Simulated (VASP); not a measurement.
# Ba (Im-3m) in VASP: settings compared

One crystal, Ba, is run at these levels: r2SCAN, PBE+D3(BJ); tasks: relaxation of cell and atoms.

Program: VASP 6.6.1. These are calculated values, not measurements. Logs are shortened: lines on timing, memory, paths and dates and some standing lists are left out, and cuts for length are marked.

## 1. Starting point

Symmetry: Im-3m, No. 229, cubic system. The conventional cell has a = 5.079 Å, b = 5.079 Å, c = 5.079 Å, α = 90.00°, β = 90.00°, γ = 90.00°. Ba (site symmetry m-3m) has 8 Ba at 4.40 Å as nearest neighbours.

## 2. Relaxation of cell and atoms, r2SCAN

INCAR reads:

```
PREC = Accurate ; ENCUT = 600
EDIFF = 1E-7 ; ISMEAR = 1
SIGMA = 0.1 ; LREAL = False
LASPH = True ; NELM = 80
ALGO = Normal ; ISIF = 3
LWAVE = False ; LCHARG = False
METAGGA = R2SCAN ; LMIXTAU = True
IBRION = 2 ; NSW = 90
EDIFFG = -0.005
```

KPOINTS reads:

```
regular mesh
0
Gamma
  12 12 12
```

POSCAR reads:

```
Ba                                      
1.0
   -2.5394876273      2.5394876273      2.5394876273
    2.5394876273     -2.5394876273      2.5394876273
    2.5394876273      2.5394876273     -2.5394876273
  Ba            
     1
Direct
     0.0000000000000000    0.0000000000000000    0.0000000000000000
```

Potentials or basis: VASP PAW PBE potentials, release 64 (Ba_sv).

Started as:

```console
> cat potpaw_PBE.64/Ba_sv/POTCAR > POTCAR
> mpirun -np 1 vasp_std > vasp.out
```

OUTCAR:

```text
PREC = Accurate
   ENCUT = 600
   EDIFF = 1E-7
   ISMEAR = 1
   LREAL = False
   LASPH = True
   NELM = 80
   ISIF = 3
   METAGGA = R2SCAN
   IBRION = 2
   NSW = 90
   EDIFFG = -0.005

 ion  position               nearest neighbor table
   1  0.000  0.000  0.000-

  LATTYP: Found a body centered cubic cell.
 ALAT       =     5.0789752546

  Lattice vectors:

 A1 = (  -2.5394876273,   2.5394876273,   2.5394876273)
 A2 = (   2.5394876273,  -2.5394876273,   2.5394876273)
 A3 = (   2.5394876273,   2.5394876273,  -2.5394876273)

Analysis of symmetry for initial positions (statically):
=====================================================================
 Subroutine PRICEL returns:
 Original cell was already a primitive cell.

 Routine SETGRP: Setting up the symmetry group for a
 body centered cubic supercell.

 Subroutine GETGRP returns: Found 48 space group operations
 (whereof 48 operations were pure point group operations)
 out of a pool of 48 trial point group operations.

The static configuration has the point symmetry O_h .

Analysis of symmetry for dynamics (positions and initial velocities):
=====================================================================
 Subroutine PRICEL returns:
 Original cell was already a primitive cell.

 Routine SETGRP: Setting up the symmetry group for a
 body centered cubic supercell.

 Subroutine GETGRP returns: Found 48 space group operations
 (whereof 48 operations were pure point group operations)
 out of a pool of 48 trial point group operations.

The dynamic configuration has the point symmetry O_h .

 Subroutine INISYM returns: Found 48 space group operations
 (whereof 48 operations are pure point group operations),
 and found     1 'primitive' translations

----------------------------------------------------------------------------------------

                                     Primitive cell

  volume of cell :      65.5086

  direct lattice vectors                    reciprocal lattice vectors
    -2.539487627  2.539487627  2.539487627     0.000000000  0.196890111  0.196890111
     2.539487627 -2.539487627  2.539487627     0.196890111  0.000000000  0.196890111
     2.539487627  2.539487627 -2.539487627     0.196890111  0.196890111  0.000000000

  length of vectors
     4.398521596  4.398521596  4.398521596     0.278444665  0.278444665  0.278444665

  position of ions in fractional coordinates (direct lattice)
     0.000000000  0.000000000  0.000000000

  ion indices of the primitive-cell ions
   primitive index   ion index
                 1           1

----------------------------------------------------------------------------------------

 KPOINTS: regular mesh

Automatic generation of k-mesh.
 Grid dimensions read from file:
 generate k-points for:   12   12   12

 Generating k-lattice:

  Cartesian coordinates                     Fractional coordinates (reciprocal lattice)
     0.000000000  0.016407509  0.016407509     0.083333333  0.000000000  0.000000000
     0.016407509  0.000000000  0.016407509     0.000000000  0.083333333  0.000000000
     0.016407509  0.016407509  0.000000000     0.000000000  0.000000000  0.083333333

  Length of vectors
     0.023203722  0.023203722  0.023203722

  Shift w.r.t. Gamma in fractional coordinates (k-lattice)
     0.000000000  0.000000000  0.000000000

 Subroutine IBZKPT returns following result:
 ===========================================

 Found     72 irreducible k-points:

 Following reciprocal coordinates:
            Coordinates               Weight
  0.000000  0.000000  0.000000      1.000000
  0.083333  0.000000  0.000000     12.000000
  0.166667  0.000000  0.000000     12.000000
  0.250000  0.000000  0.000000     12.000000
  0.333333  0.000000  0.000000     12.000000
  0.416667  0.000000  0.000000     12.000000
[... 16 lines left out ...]
  0.333333  0.083333  0.083333     24.000000
  0.416667  0.083333  0.083333     12.000000
 [... further k-points ...]
   k-points           NKPTS =     72   k-points in BZ     NKDIM =     72   number of bands    NBANDS=      9
   number of dos      NEDOS =    301   number of ions     NIONS =      1
   total plane-waves  NPLWV =  46656
   dimension x,y,z NGX =    36 NGY =   36 NGZ =   36
   dimension x,y,z NGXF=    72 NGYF=   72 NGZF=   72
   ions per type =               1
   NGX,Y,Z   is equivalent  to a cutoff of  13.61, 13.61, 13.61 a.u.
   NGXF,Y,Z  is equivalent  to a cutoff of  27.21, 27.21, 27.21 a.u.
 SYSTEM =  unknown system
   PREC   = accura    normal or accurate (medium, high low for compatibility)
   ISTART =      0    job   : 0-new  1-cont  2-samecut
   ICHARG =      2    charge: 1-file 2-atom 10-const
   ISPIN  =      1    spin polarized calculation?
   LNONCOLLINEAR =      F non collinear calculations
   LSORBIT =      F    spin-orbit coupling
   LASPH  =      T    aspherical Exc in radial PAW
   ENCUT  =  600.0 eV  44.10 Ry    6.64 a.u.   8.78  8.78  8.78*2*pi/ulx,y,z
   NELM   =     80;   NELMIN=  2; NELMDL= -5     # of ELM steps
   EDIFF  = 0.1E-06   stopping-criterion for ELM
   LREAL  =      F    real-space projection
   EDIFFG = -.5E-02   stopping-criterion for IOM
   NSW    =     90    number of steps for IOM
   IBRION =      2    ionic relax: 0-MD 1-quasi-New 2-CG
   NFREE  =      1    steps in history (QN), initial steepest desc. (CG)
   ISIF   =      3    stress and relaxation
   ISYM   =      2    0-nonsym 1-usesym 2-fastsym
   POTIM  = 0.5000    time-step for ionic-motion
   TEBEG  =    0.0;   TEEND  =   0.0 temperature during run
   PSTRESS=    0.0 pullay stress
   NELECT =      10.0000    total number of electrons
   NUPDOWN=      -1.0000    fix difference up-down
   EMIN   =  10.00;   EMAX   =-10.00  energy-range for DOS
   EFERMI =   0.00;   METHOD = LEGACY
   ISMEAR =     1;   SIGMA  =   0.10  broadening in eV -4-tet -1-fermi 0-gaus
   EFERMI_NEDOS =   21; number of points for ismear=-14 and -15
   IALGO  =     38    algorithm
   IMIX   =      4    mixing-type and parameters
     AMIX     =   0.40;   BMIX     =  1.00
     AMIX_MAG =   1.60;   BMIX_MAG =  1.00
  volume/ion in A,a.u.               =      65.51       442.07
  Fermi-wavevector in a.u.,A,eV,Ry     =   0.874934  1.653386 10.415394  0.765510
  Thomas-Fermi vector in A             =   1.994535
   LORBIT       =      0    0 simple, 1 ext, 2 COOP (PROOUT), +10 PAW based schemes
   METAGGA = R2SCAN    functional components
   LHFCALC =     F    Hartree Fock is set to
   AEXX    =    0.0000 exact exchange contribution
   IVDW    =     0    specifies the selected vdW correction
   LEPSILON=     F    determine dielectric tensor
   LRPA    =     F    only Hartree local field effects (RPA)
 conjugate gradient relaxation of ions
 non-spin polarized calculation
 Methfessel and Paxton  Order N= 1 SIGMA  =   0.10
  energy-cutoff  :      600.00
  volume of cell :       65.51
 maximum number of plane-waves:      2214
   NGX = 17   NGY = 17   NGZ = 17

 number of electron      10.0000000 magnetization

 Free energy of the ion-electron system (eV)
  ---------------------------------------------------
  ext. energy  EPLUGINS =         0.00000000
  ---------------------------------------------------
  free energy    TOTEN  =       -26.43340135 eV

  energy without entropy =      -26.43387303  energy(sigma->0) =      -26.43355858

 E-fermi :   1.5811     XC(G=0):  -7.6989

 val. band max:        1.5722903418   @ k =   0.2500   0.1667   0.1667
 cond. band min:       1.6085953125   @ k =  -0.4167  -0.4167   0.1667
 fundamental gap:      0.0363049707
 Fermi energy:         1.5811470636

 k-point     1 :       0.0000    0.0000    0.0000
  band No.  band energies     occupation
      1     -28.3865      2.00000
      2     -12.9377      2.00000
      3     -12.9377      2.00000
      4     -12.9377      2.00000
      5      -1.2693      2.00000
      6       3.6895      0.00000
      7       3.6895      0.00000
      8       3.6895      0.00000
      9       4.9968      0.00000

 k-point     2 :       0.0833    0.0000    0.0000
  band No.  band energies     occupation
      1     -28.3839      2.00000
      2     -12.9678      2.00000
      3     -12.9467      2.00000
      4     -12.9380      2.00000
      5      -1.1386      2.00000
      6       3.5746     -0.00000
      7       3.6184      0.00000
      8       3.8195      0.00000
      9       4.8183      0.00000

 k-point     3 :       0.1667    0.0000    0.0000
  band No.  band energies     occupation
      1     -28.3767      2.00000
      2     -13.0483      2.00000
      3     -12.9710      2.00000
      4     -12.9387      2.00000
      5      -0.7697      2.00000
      6       3.2988     -0.00000
      7       3.3093     -0.00000
      8       4.2028      0.00000
      9       4.6739      0.00000

 k-point     4 :       0.2500    0.0000    0.0000
  band No.  band energies     occupation
      1     -28.3669      2.00000
      2     -13.1548      2.00000
      3     -13.0040      2.00000
      4     -12.9398      2.00000
      5      -0.2379      2.00000
      6       2.8640     -0.00000
      7       2.9845     -0.00000
      8       4.7882      0.00000
      9       4.8181      0.00000
[... 205 lines left out ...]
 k-point    22 :       0.2500    0.0833    0.0833
  band No.  band energies     occupation
      1     -28.3551      2.00000
      2     -13.2600      2.00000
      3     -13.0404      2.00000
      4     -12.9658      2.00000
      5       0.5450      2.00000
      6       2.4326     -0.00000
      7       2.5451     -0.00000
      8       5.0660      0.00000
      9       5.3201      0.00000

 k-point    23 :       0.3333    0.0833    0.0833
  band No.  band energies     occupation
      1     -28.3487      2.00000
      2     -13.3111      2.00000
      3     -13.0754      2.00000
      4     -12.9683      2.00000
      5       0.9197      2.00000
      6       2.4078     -0.00000
      7       2.4466     -0.00000
      8       5.1621      0.00000
      9       5.5097      0.00000

 k-point    24 :       0.4167    0.0833    0.0833
  band No.  band energies     occupation
      1     -28.3463      2.00000
      2     -13.3291      2.00000
      3     -13.0886      2.00000
      4     -12.9693      2.00000
      5       1.0178      2.00000
      6       2.3617     -0.00000
      7       2.5535     -0.00000
      8       5.1538      0.00000
      9       5.6025      0.00000

 [... further k-points ...]

------------------------ aborting loop because EDIFF is reached ----------------------------------------

  FORCE on cell =-STRESS in cart. coord.  units (eV):
  Direction    XX          YY          ZZ          XY          YZ          ZX
  --------------------------------------------------------------------------------------
  -------------------------------------------------------------------------------------
  Total        0.0012465      0.0012465      0.0012465      0.0000000     -0.0000000     -0.0000000
  in kB        0.0304855      0.0304855      0.0304855      0.0000000     -0.0000000     -0.0000000
  external PRESSURE =       0.0304855 kB  Pullay stress =       0.0000000 kB

 VOLUME and BASIS-vectors are now :
 -----------------------------------------------------------------------------
  energy-cutoff  :      600.00
  volume of cell :       65.51
      direct lattice vectors                 reciprocal lattice vectors
    -2.539487627  2.539487627  2.539487627     0.000000000  0.196890111  0.196890111
     2.539487627 -2.539487627  2.539487627     0.196890111  0.000000000  0.196890111
     2.539487627  2.539487627 -2.539487627     0.196890111  0.196890111  0.000000000

 POSITION                                       TOTAL-FORCE (eV/Angst)
 -----------------------------------------------------------------------------------
      0.00000      0.00000      0.00000        -0.000000      0.000000     -0.000000
 -----------------------------------------------------------------------------------
    total drift:                               -0.000000      0.000000      0.000000

  FREE ENERGIE OF THE ION-ELECTRON SYSTEM (eV)
  ---------------------------------------------------
  free  energy   TOTEN  =       -26.4334013496 eV

  energy  without entropy=      -26.4338730275  energy(sigma->0) =      -26.43355858

 reached required accuracy - stopping structural energy minimisation
```

Run time: 2.3 min. Hardware: 1 thread of Intel Xeon 6975P-C (Granite Rapids), shared host; peak memory 0.24 GiB.

Results:

* Free energy: -26.4334 eV
* Pressure after relaxing: 0.0 GPa
* Band gap on the k mesh: none (metal or under the smearing width)

Final structure:
```xyz
1
Lattice="-2.5395 2.5395 2.5395 2.5395 -2.5395 2.5395 2.5395 2.5395 -2.5395" Properties=species:S:1:pos:R:3 pbc="T T T"
Ba    0.0000    0.0000    0.0000
```

Caveat: the relaxation stopped at its first step, so nothing moved; the PAW data sets were made with another functional, which shifts forces and pressure a little.

## 3. Relaxation of cell and atoms, PBE+D3(BJ)

This run uses another cell than the first one, of 62.99 Å³/atom, 0.962 times its volume.

INCAR reads:

```
SYSTEM = Ba
PREC     = Accurate       ! precision mode
ENCUT    = 600            ! plane-wave cutoff, eV
EDIFF    = 1E-6           ! SCF threshold, eV
ISMEAR   = 1              ! smearing method
SIGMA    = 0.1            ! smearing width, eV
LREAL    = .FALSE.        ! projectors in reciprocal space
LASPH    = .TRUE.         ! aspherical terms in the spheres
NELM     = 80             ! most SCF steps
ALGO     = Normal         ! electronic algorithm
ISIF     = 3              ! what is computed and relaxed
LWAVE    = .FALSE.        ! write WAVECAR
LCHARG   = .FALSE.        ! write CHGCAR
GGA      = PE             ! functional
IVDW     = 12             ! dispersion correction
IBRION   = 2              ! ionic algorithm
NSW      = 90             ! ionic steps
EDIFFG   = -0.01          ! ionic threshold
```

KPOINTS reads:

```
regular mesh
0
G
  12 12 12
  0 0 0
```

POSCAR reads:

```
Ba
1.0
   -2.5065000000      2.5065000000      2.5065000000
    2.5065000000     -2.5065000000      2.5065000000
    2.5065000000      2.5065000000     -2.5065000000
Ba
1
Direct
    0.0000000000      0.0000000000      0.0000000000
```

Potentials or basis: VASP PAW PBE potentials, release 64 (Ba_sv).

Started as:

```console
> cat potpaw_PBE.64/Ba_sv/POTCAR > POTCAR
> mpirun -np 1 vasp_std > vasp.out
```

Run time: 63 s. Hardware: 1 thread of Intel Xeon Platinum 8259CL at 2.50GHz (Skylake/Cascade Lake), shared host; peak memory 0.24 GiB.

It converged, with:

```yaml
Free_energy: -2.1106 eV
Relaxed_volume: 60.04 Å³/atom
Relaxed_cell: a = 4.273 Å, b = 4.273 Å, c = 4.273 Å, α = 109.47°, β = 109.47°, γ = 109.47°
Space_group_after_relaxing_to_0.05_Å: Im-3m (No. 229)
Energy_gained_by_relaxing: 3.9 meV/atom
Ionic_steps: 3
Pressure_after_relaxing: 0.0 GPa
Band_gap_on_the_k_mesh: none (metal or under the smearing width)
Dispersion_energy_per_atom: -0.209 eV
```

The path:
| step | energy change (eV) | largest force (eV/Å) | pressure (GPa) | volume (Å³) |
| --- | --- | --- | --- | --- |
| 1 | 0.0000 | 0.0000 | -0.40 | 62.99 |
| 2 | -0.0028 | 0.0000 | -0.22 | 61.55 |
| 3 | -0.0039 | 0.0000 | -0.01 | 60.04 |

Final structure:
```yaml
crystal:
  lattice:
    - [-2.46680, 2.46680, 2.46680]
    - [2.46680, -2.46680, 2.46680]
    - [2.46680, 2.46680, -2.46680]
  atoms:
    - { symbol: Ba, position: [0.00000, 0.00000, 0.00000] }
```

Levels at points of the mesh, in eV from the Fermi level:
| k point | band 1 | band 2 | band 3 | band 4 | band 5 | band 6 | band 7 | band 8 | band 9 |
| --- | --- | --- | --- | --- | --- | --- | --- | --- | --- |
| (0.00, 0.00, 0.00) | -28.81 | -13.73 | -13.73 | -13.73 | -2.77 | 1.89 | 1.89 | 1.89 | 3.35 |
| (0.50, 0.00, 0.00) | -28.75 | -14.26 | -13.90 | -13.73 | -0.92 | 0.69 | 1.40 | 3.34 | 3.94 |
| (0.50, 0.50, 0.50) | -28.71 | -14.09 | -14.09 | -14.09 | -0.61 | -0.61 | 4.60 | 4.60 | 4.60 |

Caveat: pairwise dispersion overbinds metals, which lowers pressure and volume.

## 4. Relaxation of cell and atoms, PBE+D3(BJ)

This run uses another cell than the first one, of 60.04 Å³/atom, 0.917 times its volume.

INCAR: that of step 3 with these lines changed.

```diff
@@ -3,3 +3,3 @@
 ENCUT    = 600            ! plane-wave cutoff, eV
-EDIFF    = 1E-6           ! SCF threshold, eV
+EDIFF    = 1E-7           ! SCF threshold, eV
 ISMEAR   = 1              ! smearing method
@@ -17,2 +17,2 @@
 NSW      = 90             ! ionic steps
-EDIFFG   = -0.01          ! ionic threshold
+EDIFFG   = -0.005         ! ionic threshold
```

KPOINTS is that of step 3.

POSCAR reads:

```
Ba                                      
1.0
   -2.4668000188      2.4668000188      2.4668000188
    2.4668000188     -2.4668000188      2.4668000188
    2.4668000188      2.4668000188     -2.4668000188
  Ba            
     1
Direct
     0.0000000000000000    0.0000000000000000    0.0000000000000000
```

Started as:

```console
> cat potpaw_PBE.64/Ba_sv/POTCAR > POTCAR
> mpirun -np 1 vasp_std > vasp.out
```

Wall time 31 s (1 thread of Intel Xeon Platinum 8259CL at 2.50GHz (Skylake/Cascade Lake), shared host); peak memory 0.23 GiB.

Results (log left out):

- Free energy: -2.1105 eV
- Pressure after relaxing: 0.0 GPa
- Band gap on the k mesh: none (metal or under the smearing width)
- Dispersion energy per atom: -0.209 eV

Final structure:
```
Ba
1.0
    -2.46680    2.46680    2.46680
     2.46680   -2.46680    2.46680
     2.46680    2.46680   -2.46680
Ba
1
Direct
  0.00000 0.00000 0.00000
```

Levels at points of the mesh, in eV from the Fermi level:
```
           k point  band 2  band 3  band 4  band 5  band 6  band 7  band 8  band 9
(0.00, 0.00, 0.00)  -13.73  -13.73  -13.73   -2.77    1.89    1.89    1.89    3.35
(0.50, 0.00, 0.00)  -14.26  -13.90  -13.73   -0.92    0.69    1.40    3.34    3.94
(0.50, 0.50, 0.50)  -14.09  -14.09  -14.09   -0.61   -0.61    4.60    4.60    4.60
```

Caveat: the relaxation stopped at its first step, so nothing moved; pairwise dispersion overbinds metals, which lowers pressure and volume. Spin-orbit coupling is left out, which matters for the levels of Ba.
